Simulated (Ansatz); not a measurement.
An Ansatz input:

```yaml
crystal:
  lattice:
    - [2.449433802, 0.0, 0.0]
    - [0.0, 2.449433802, 0.0]
    - [0.0, 0.0, 2.449433802]
  atoms:
    - { symbol: Rh, position: [0.0, 0.0, 0.0] }
hamiltonian:
  xc: rpbe
  pseudopotentials:
    kind: paw
    azcp:
      Rh: "pseudopotentials/Rh.paw.azcp"
basis:
  ecutwfc: 420
  fft_grid_basis: typed
kpoints:
  mp_grid: { grid: [14, 14, 14], shift: [0, 0, 0] }
magnetization:
  spin_polarized: false
scf:
  occupations: { method: fermi_dirac, width: 0.1 }
  lower_state_search: "off"
output:
  stress: true
```

Output

```
Engine: ansatz 0.2.0, aarch64-unknown-linux-gnu
Pseudopotentials: kind: paw
Pseudopotential: Rh, paw, valence charge 17, recommended cutoff 420 eV (normal) 
Functional definition: RPBE
  parameter kappa = 0.804
  parameter beta = 0.06672455060314922
  exchange = rpbe_x(kappa = kappa, mu = beta*pi^2/3)
  correlation = pbe_c(beta = beta)
Crystal: 1 atoms, lattice volume = 14.696 Å³
Basis set: ecut = 420 eV, 257 PW (Γ)
Bands: 13, of which v1, the nominal top of the filled ones, is band 9 counted from 1 (8 counted from 0)
Symmetry: 48 space group operations
Space group: Pm-3m (ITA 221), of the structure as read, at distance tolerance 2.4e-5 Å
k-points: 120 of 2744
Non-local potential: Rh, projectors of the file, l = 0: 3, l = 1: 2, l = 2: 2, l = 3: 1
PAW form: soft (Blöchl's): semilocal exchange-correlation on the pseudo side does not see the compensation charge
PAW frozen core: Rh, regenerated for the run's functional, and the local potential with it (the file was generated under x = pbe(κ = 0.804, μ = 0.2195149727645171), c = pbe(β = 0.06672455060314922))
PAW one-centre angular grid: Rh, 590 points (default); XC on 64 Gauss nodes
Initial density: superposition of atomic densities (neutral atoms: chi_scale 0, normalization atom), corrected by the library's trained network
Initial wavefunctions: pseudopotential atomic-orbital guess
Functional: x = rpbe, c = pbe(β = 0.06672455060314922)
SCF iter   1: F=—  HF=-6409.489900 eV  |F-HF|=—  |Δ(HF+E_count)|=         —  Δρ=7.99e-3  dr2=8.42e-3  ethr=1.77e-3  ⟨swp⟩=4.8  Hψ=8509  notcnv=0
SCF iter   2: F=—  HF=-6409.488819 eV  |F-HF|=—  |Δ(HF+E_count)|=   1.08e-3  Δρ=3.71e-3  dr2=1.50e-3  ethr=4.95e-5  ⟨swp⟩=1.0  Hψ=2520  notcnv=0
SCF iter   3: F=—  HF=-6409.488604 eV  |F-HF|=—  |Δ(HF+E_count)|=   2.15e-4  Δρ=6.59e-4  dr2=2.22e-5  ethr=8.81e-6  ⟨swp⟩=2.2  Hψ=2032  notcnv=0
SCF iter   4: F=—  HF=-6409.488622 eV  |F-HF|=—  |Δ(HF+E_count)|=   1.76e-5  Δρ=9.45e-5  dr2=1.21e-6  ethr=1.31e-7  ⟨swp⟩=2.1  Hψ=2283  notcnv=0
iter 5 did not close the SCF: its close was put off for the readings that it lacked (scf_convergence_deferred on its scf_iter line)
SCF iter   5: F=-6409.488621 eV  HF=-6409.488621 eV  |F-HF|=2.30e-8  |Δ(HF+E_count)|=   1.31e-7  Δρ=1.74e-5  dr2=3.86e-8  ethr=7.13e-9  ⟨swp⟩=2.1  Hψ=2110  notcnv=0
SCF iter   6: F=-6409.488621 eV  HF=-6409.488621 eV  |F-HF|=1.56e-10  |Δ(HF+E_count)|=   5.73e-9  Δρ=1.55e-6  dr2=3.02e-10  ethr=2.27e-10  ⟨swp⟩=2.0  Hψ=4982  notcnv=0
SCF 1 converged in 6 iterations: F = -6409.488621 eV  dr2 = 3.02e-10
SCF converged after 6 iterations
Free energy (F): -6409.488621 eV
Harris-Foulkes:  -6409.488621 eV  (|F-HF|=1.56e-10)
Internal energy: -6409.441688 eV  (E = F + TS)
E sigma→0 (E₀):  -6409.465154 eV
Entropy (-TS):   -0.046934 eV (-46.934 meV/atom)
Fermi energy:    20.800910 eV
--- Per-component energies (eV) ---
  E_band       = -110.417548
  E_kinetic    = 576.513011
  E_local      = -1736.669417  (includes V_loc(G=0)·N_el)
  E_nonlocal   = 356.878830
  E_hartree    = 622.133827
  E_xc         = -222.313239
  E_vxc        = -278.780135  (∫ρ·V_xc dr)
  E_paw        = -3595.649693  (= ΣΔE_a)
  E_vpaw       = -272.627548  (= ΣTr[D̂ρ^β])
  E_aug_tail   = 0.000906  (compensation charges beyond the density's cutoff)
  E_ewald      = -2410.231801
  E_core_change = -0.104111  (= ΣΔE_core)
  E_smearing   = -0.046934  (= −TS)
  E_closure    = -0.000000  (closes the sum)
  Σ components = -6409.488621   (vs F -6409.488621, Δ=0.00e0)
--- Stress (GPa, compression-positive) ---
       29.177036       0.000000       0.000000
        0.000000      29.177036       0.000000
        0.000000      -0.000000      29.177036
  P = ⅓ Tr σ = 29.1770 GPa (291.770 kbar)
```
